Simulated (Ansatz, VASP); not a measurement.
Rh: VASP beside Ansatz

```
Rh
1.0
     1.35600    0.78288    6.63193
    -1.35600    0.78288    6.63193
     0.00000   -1.56577    6.63193
Rh
3
Direct
  0.00000 0.00000 0.00000
  0.22277 0.22277 0.22277
  0.77723 0.77723 0.77723
```

Alike in both runs: functional PBE; k mesh 21 × 21 × 21; occupations gaussian, width 0.1 eV; no spin polarisation.

Ansatz relaxed the structure, and its values are those at the end. VASP's run is a single point on that final structure, the one shown.

|  | VASP | Ansatz |
| --- | --- | --- |
| version | VASP 6.6.1 | Ansatz 0.2.0 |
| potentials or method | VASP PAW PBE potentials, release 64 (Rh_pv) | scalar-relativistic, plane waves, PAW |
| plane-wave cutoff (eV) | 520 | 420 |
| valence electrons in the cell | 45 | 51 |

|  | VASP | Ansatz | Ansatz less VASP |
| --- | --- | --- | --- |
| gap on the k mesh at the Fermi level (eV) | none | none | - |
| pressure (GPa) | 0.1 | 0.0 | -0.09 |

A gap of «none» marks a metal or a gap that the smearing closes. The functional is the same, so the differences come from potentials, cutoffs and numerics. The two sets of potentials don't hold the same shells in valence.
